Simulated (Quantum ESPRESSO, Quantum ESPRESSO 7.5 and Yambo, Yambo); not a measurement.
# ZnSe (Stilleite): G0W0 on several meshes in Yambo

Wanted: mesh dependence and cost of G0W0 for ZnSe (Stilleite).

Calculated with Quantum ESPRESSO 7.5 and Yambo 5.3.0; PBE and many-body steps on it, plane waves.

## (1) Set-up

The structure is cubic, space group F-43m (No. 216). The conventional cell has a = 5.668 Å, b = 5.668 Å, c = 5.668 Å, α = 90.00°, β = 90.00°, γ = 90.00°. Nearest to Zn lie 4 Se at 2.45 Å. Se has 4 Zn at 2.45 Å nearest. Farther neighbours and most contacts between anions are not listed.

The cell and positions come from the Crystallography Open Database and are kept as given unless a step says otherwise.

## (2) Empty states on the mesh, 4×4×4 mesh, 310 bands

This step: Quantum ESPRESSO 7.5; DFT, PBE, plane waves, norm-conserving pseudopotentials.

The sums over transitions need many empty states on a uniform mesh; this step solves for them.

File pw.in:

```
&control
  calculation = 'nscf'
  prefix = 'x'
  outdir = 'o'
  pseudo_dir = 'pseudo'
/
&system
  ibrav = 0
  nat = 2
  ntyp = 2
  ecutwfc = 78.0
  nbnd = 310
  force_symmorphic = .true.
/
&electrons
  conv_thr = 1e-9
  electron_maxstep = 80
  diago_full_acc = .true.
  diago_thr_init = 5e-6
/
ATOMIC_SPECIES
  Zn 65.38 Zn.upf
  Se 78.971 Se.upf
CELL_PARAMETERS angstrom
  -0.0000000000 2.8338000000 2.8338000000
  2.8338000000 -0.0000000000 2.8338000000
  2.8338000000 2.8338000000 0.0000000000
ATOMIC_POSITIONS crystal
  Zn 0.0000000000 0.0000000000 0.0000000000
  Se 0.2500000000 0.2500000000 0.2500000000
K_POINTS automatic
  4 4 4 0 0 0
```

On the command line:

```
OMP_NUM_THREADS=1 mpirun -n 4 pw.x -nk 4 -in pw.in > pw.out
```

What it wrote:

```text
Program PWSCF v.7.5 starts

     This program is part of the open-source Quantum ESPRESSO suite
     for quantum simulation of materials; please cite
         "P. Giannozzi et al., J. Phys.:Condens. Matter 21 395502 (2009);
         "P. Giannozzi et al., J. Phys.:Condens. Matter 29 465901 (2017);
         "P. Giannozzi et al., J. Chem. Phys. 152 154105 (2020);
     in publications or presentations arising from this work. More details at

     Atomic positions and unit cell read from directory:
     o/x.save/

     Message from routine setup:
[...]
68.4274  68.5322  68.5322  68.5877  69.5989  70.1077  72.7406  72.7406
     [... 27 further rows ...]
   196.8278 197.8188 198.0592 198.0763 199.4658 199.4658 199.6684 200.2051
   200.2051 200.9022 201.3716 201.3716 201.4874 201.4874

          k = 0.3536 0.0000 0.0000 (  3591 PWs)   bands (ev):

     [... further k-points ...]

     highest occupied, lowest unoccupied level (ev):     8.3862    9.6743

     XML data file, pseudopotentials, collected wavefunctions

=------------------------------------------------------------------------------=
   JOB DONE.
=------------------------------------------------------------------------------=
```

It took 30 s on 4 MPI ranks of Arm Neoverse V1, shared host; peak memory 0.6 GiB; 2 min of CPU time.

Numbers from this step:

- gap: 1.288 eV
- k of the valence top: 0, 0, 0
- k of the conduction bottom: 0, 0, 0
- least direct gap: 1.288 eV
- k points computed: 8
- lowest point of the top converged band, above the valence top: 189.0182 eV

On this mesh the gap is 1.288 eV.

The density comes from a self-consistent run that is not shown.

## (3) Conversion and set-up

This step: Yambo 5.3.0; conversion and set-up on PBE, plane waves, norm-conserving pseudopotentials.

The states are converted to the many-body program's format and the q mesh is built.

On the command line:

```
(cd o/x.save; p2y > p2y.log; mv SAVE ../..); yambo > setup.log
```

What it wrote:

```text
 Yambo, version 5.3.0

 [02] CORE Variables Setup
 =========================

  [02.01] Unit cells
  ==================

  Cell kind             :  FCC
  Atoms in the cell     :  Zn  Se
  number of Zn atoms    :  1
  number of Se atoms    :  1

  List of atomic masses
  Mass of Zn    :  65.38000
  Mass of Se    :  78.97100

  List of atomic coordinates    : [cc]
  Zn1       :  0.000000  0.000000  0.000000  order 1
  Se1       :  2.677553  2.677553  2.677553  order 2

  Alat factors          :  5.355106  5.355106  5.355106 [a.u.]
  Direct lattice volume :  307.1384 [a.u.]
[...]
==========================================

 IBZ Q-points                                      :   8
 BZ  Q-points                                      :   64

 K/Q-points units:
 rlu = crystal or reduced units; cc = cartesian coordinates; iku = interal k-units

 Q [1]          [rlu]:  0.000000  0.000000  0.000000
 Q [2]          [rlu]:  0.33641E-17  0.33641E-17  0.25000
 Q [3]          [rlu]: -0.67283E-17 -0.67283E-17 -0.50000
[...]
Q [7]          [rlu]:  0.12061E-16 -0.50000     -0.50000
 Q [8]          [rlu]:  0.250000 -0.500000 -0.250000

  [03.01] X indexes
  =================

   [03.01.01] Sigma indexes
   ========================

 [06] Game Over & Game summary
```

Wall time 2.5 s (1 MPI rank); peak memory 0.25 GiB.

## (4) 4×4×4

G0W0 replaces the xc potential by the self-energy, built once from these orbitals. Only a window of levels is corrected, while the sums run over the empty bands that the input names.

This step: G0W0 on PBE, plane waves, norm-conserving pseudopotentials.

File gw2.in:

```
HF_and_locXC
gw0
dyson
ppa
em1d
rim_cut
RandQpts= 1000000
RandGvec= 1 RL
EXXRLvcs= 78 Ry
VXCRLvcs= 312 Ry
Chimod= "HARTREE"
% BndsRnXp
 1 | 137 |
%
NGsBlkXp= 10.5 Ry
% LongDrXp
 1 | 1 | 1 |
%
% GbndRnge
 1 | 137 |
%
DysSolver= "n"
ExtendOut
PPAPntXp= 27.21138 eV
% QPkrange
 1 | 1 | 17 | 20 |
%
```

On the command line:

```
OMP_NUM_THREADS=1 mpirun -n 4 yambo -F gw2.in -J gw2 -C gw2 > gw2.log
```

What it wrote:

```text
 Yambo, version 5.3.0

 [02] CORE Variables Setup
 =========================

  [... cell, symmetries and grids as in the set-up ...]

  [02.05] Energies & Occupations
  ==============================

  [X] === General ===
  [X] Electronic Temperature                        :  0.000000  0.000000 [eV K]
  [X] Bosonic    Temperature                        :  0.000000  0.000000 [eV K]
  [X] Finite Temperature mode                       : no
  [X] El. density                                   :  0.79098E+24 [cm-3]
  [X] Fermi Level                                   :  8.386209 [eV]

  [X] === Gaps and Widths ===
  [X] Conduction Band Min                           :  1.288098 [eV]
  [X] Valence Band Max                              :  0.000000 [eV]
  [X] Filled Bands                                  :  18
  [X] Empty Bands                                   :   19  310
  [X] Direct Gap                                    :  1.288098 [eV]
  [X] Direct Gap localized at k                     :  1
  [X] Indirect Gap                                  :  1.288098 [eV]
  [X] Indirect Gap between kpts                     :  1  1
  [X] Last valence band width                       :  2.657489 [eV]
  [X] 1st conduction band width                     :  4.196724 [eV]

 [03] Transferred momenta grid and indexing
 ==========================================

 IBZ Q-points                                      :   8
 BZ  Q-points                                      :   64

 K/Q-points units:
 rlu = crystal or reduced units; cc = cartesian coordinates; iku = interal k-units

 Q [1]          [rlu]:  0.000000  0.000000  0.000000
 Q [2]          [rlu]:  0.33641E-17  0.33641E-17  0.25000
 Q [3]          [rlu]: -0.67283E-17 -0.67283E-17 -0.50000
 Q [4]          [rlu]: -0.60307E-17  0.25000      0.25000
 Q [5]          [rlu]: -0.10514E-16  0.25000      0.50000
 Q [6]          [rlu]: -0.67283E-17  0.25000     -0.25000
 Q [7]          [rlu]:  0.12061E-16 -0.50000     -0.50000
 Q [8]          [rlu]:  0.250000 -0.500000 -0.250000

 [04] Coloumb potential Random Integration (RIM)
 ===============================================

  [04.01] RIM initialization
  ==========================

  * Diagonal components only detected *

  8 x (sBL volume)        :  0.100952 [a.u.]
  sBZ random points       :  1000000
  Points outside the sBZ  :   7968281
  RL volume               :  0.807617 [a.u.]
  Integrated volume       :  0.810832 [a.u.]

  [04.02] RIM integrals
  =====================

  Gamma point sphere radius             :  0.084461 [a.u.]
  Points outside the sphere             :   800476
  [Int_sBZ(q=0) 1/q^2]*(Vol_sBZ)^(-1/3) =:  7.776341
                                 should be <:  7.795600

  Summary of Coulomb integrals for non-metallic bands |Q|[au] RIM/Bare

  Q [1] 0.100000E-4 0.997530 * Q [2] 0.254029 1.068455
  Q [4] 0.293327 1.068048 * Q [6] 0.414827 1.030576
  Q [5] 0.486428 1.023062 * Q [3] 0.508057 1.020719
  Q [7] 0.586654 1.016898 * Q [8] 0.655899 1.013831

 [WARNING] [Xp] User bands 1-137 break level degeneracy

 [05] Dipoles
 ============

  [05.01] Setup: observables and procedures
  =========================================

 [06] Dynamic Dielectric Matrix (PPA)
 ====================================

 [WR./gw2//ndb.pp]---------------------------------------------------------------
  Brillouin Zone Q/K grids (IBZ/BZ)                :    8   64    8   64
  RL vectors                                       :   4477 [WF]
  Coulomb cutoff potential                         : none
  Electronic Temperature                           :  0.000000 [K]
  Bosonic    Temperature                           :  0.000000 [K]
  PPA    diel. fun.  energies                      : Perdew, Burke & Ernzerhof(X)+Perdew, Burke & Ernzerhof(C)
  wavefunctions                                    : Perdew, Burke & Ernzerhof(X)+Perdew, Burke & Ernzerhof(C)
  Global Gauge                                     : length
  X matrix size                                    :  181
  X band range                                     :    1  137
  X e/h energy range                               : -1.000000 -1.000000 [eV]
  X Time ordering                                  : R
  X Hxc Kernel                                     : HARTREE
  X Drude frequency                                :  0.000000  0.000000
  X poles                                          :  100.0000 [o/o]
  RL vectors in the sum                            :   4477
  [r,Vnl] included                                 : yes
  Field direction                                  :  0.577350E-5  0.577350E-5  0.577350E-5
  BZ energy Double Grid                            : no
  BZ energy DbGd points                            : 0
  BZ Q point size factor                           : -1.000000
  X Optical Averaged directions                    : none

 [07] Local Exchange-Correlation + Non-Local Fock
 ================================================

 [VXC] Plane waves :  28571
 [EXS] Plane waves :   3647

 QP @ state[ 1 ] K range:  1  1
 QP @ state[ 1 ] b range:  17  20

 [xc] Functional : Perdew, Burke & Ernzerhof(X)+Perdew, Burke & Ernzerhof(C)
 [xc] LIBXC used to calculate xc functional
  PP Number of Atomic Species                      :  2
  NLCC RL compoments                               :  28571
  PP Number of Atomic Species                      :  2
  NLCC RL compoments                               :  28571

 [xc] E_xc :  -30.54710 [Ha]
      E_xc :  -61.09419 [Ry]

  Local XC kind (lXC) : Perdew, Burke & Ernzerhof(X)+Perdew, Burke & Ernzerhof(C)
  Non-Local XC kind (nlXC) : Hartree-Fock

  Corrections @ K [1] :  [eV]
 <17|nlXC|17> = -20.37816 -0.17839E-17 <17|lXC|17> = -16.58833 -0.59005E-16
 <18|nlXC|18> = -20.37815  0.39749E-17 <18|lXC|18> = -16.58833  0.94408E-16
 <19|nlXC|19> = -8.956138 -0.11898E-17 <19|lXC|19> = -12.62429 -0.56645E-15
 <20|nlXC|20> = -6.041888  0.10046E-17 <20|lXC|20> = -10.89079 -0.18882E-15

 [08] Dyson equation: Newton solver
 ==================================

  [08.01] G0W0 (W PPA)
  ====================

  [  GW  ] Bands range     :    1  137
  [GW/PPA] G damping       :  0.100000 [eV]

  QP @ state[ 1 ] K range:  1  1
  QP @ state[ 1 ] b range:  17  20

   Sc/G bands                                       :    1  137
   Sc/G damping                                     :  0.100000 ev
   Sc bands terminator                              : no
   Sx RL components                                 :   3647

   QP @ state[ 1 ] K range                          :  1  1
   QP @ state[ 1 ] b range                          :  17  20
   GF energies kind                                 : Perdew, Burke & Ernzerhof(X)+Perdew, Burke & Ernzerhof(C)
   GF WF`s kind                                     : Perdew, Burke & Ernzerhof(X)+Perdew, Burke & Ernzerhof(C)
   Xs energies kind                                 : Perdew, Burke & Ernzerhof(X)+Perdew, Burke & Ernzerhof(C)
   Xs WF`s kind                                     : Perdew, Burke & Ernzerhof(X)+Perdew, Burke & Ernzerhof(C)

 [11] Game Over & Game summary
```

Wall time 88 s (4 MPI ranks); peak memory 1.6 GiB.

This step gave:

```
G0W0 gap on the points computed              : 2.555 eV
starting gap on the mesh                     : 1.288 eV
k of the valence top                         : 0, 0, 0
k of the conduction bottom                   : 0, 0, 0
least direct G0W0 gap on the computed points : 2.555 eV
Z at the valence top                         : 0.7969
Z at the conduction bottom                   : 0.8130
```

The gap on the mesh goes from 1.29 eV to 2.55 eV, a correction of +1.27 eV.

## (5) Empty states on the mesh, 2×2×2 mesh, 137 bands

This step: Quantum ESPRESSO 7.5; DFT, PBE, plane waves, norm-conserving pseudopotentials.

pw.in, as its differences from that of step 2:

```diff
@@ -11,3 +11,3 @@
   ecutwfc = 78.0
-  nbnd = 310
+  nbnd = 137
   force_symmorphic = .true.
@@ -31,2 +31,2 @@
 K_POINTS automatic
-  4 4 4 0 0 0
+  2 2 2 0 0 0
```

On the command line:

```
OMP_NUM_THREADS=1 mpirun -n 4 pw.x -nk 4 -in pw.in > pw.out
```

What it wrote:

```text
[banner, memory and clock lines left out]
Program PWSCF v.7.5 starts

     Atomic positions and unit cell read from directory:
     o/x.save/

     Message from routine setup:
     using ibrav=0 with symmetry is DISCOURAGED, use correct ibrav instead

     Message from routine divide_et_impera:
     suboptimal parallelization: some nodes have no k-points

     G-vector sticks info

     bravais-lattice index     =            0
     lattice parameter (alat)  =       7.5733  a.u.
     unit-cell volume          =     307.1384 (a.u.)^3
     number of atoms/cell      =            2
[...]
[... 6 further rows ...]
[...]
110.1194

          k =-0.3536-0.3536 0.3536 (  3582 PWs)   bands (ev):

[...]
[... 6 further rows ...]
[...]
109.6912

          k =-0.7071 0.0000 0.0000 (  3572 PWs)   bands (ev):

[...]
66.8258  67.8062  67.8062  67.8802  69.2670  71.4932  75.8362  76.1460
     [... 6 further rows ...]
   105.7085 108.1144 108.7445 108.9831 112.1950 112.1950 113.2495 113.2495
   115.2071

     highest occupied, lowest unoccupied level (ev):     8.3862    9.6743

     XML data file, pseudopotentials, collected wavefunctions
```

Run time: 5.1 s. Hardware: 4 MPI ranks; peak memory 0.32 GiB; 20 s of CPU time.

Numbers from this step:

- gap: 1.288 eV
- k of the valence top: 0, 0, 0
- k of the conduction bottom: 0, 0, 0
- least direct gap: 1.288 eV
- k points computed: 3
- lowest point of the top converged band, above the valence top: 101.3050 eV

On this mesh the gap is 1.288 eV.

(Part 1 of 2 ends here.)

[Paths, hosts, dates, memory and timing lines, banners, echoed tables and standing remarks are left out of the program output.]

[Logs are printed without paths, hosts, clocks, repeated set-up lines and the standing remarks that a program may print on its own settings, such as how far it seeks lower states.]

[Runs of the session that timed out or met a known fault of the program may be left out.]

[Hosts, paths, dates, database ids (printed as entryN), source tags and the programs' standing remarks are cut or masked in the printed files.]
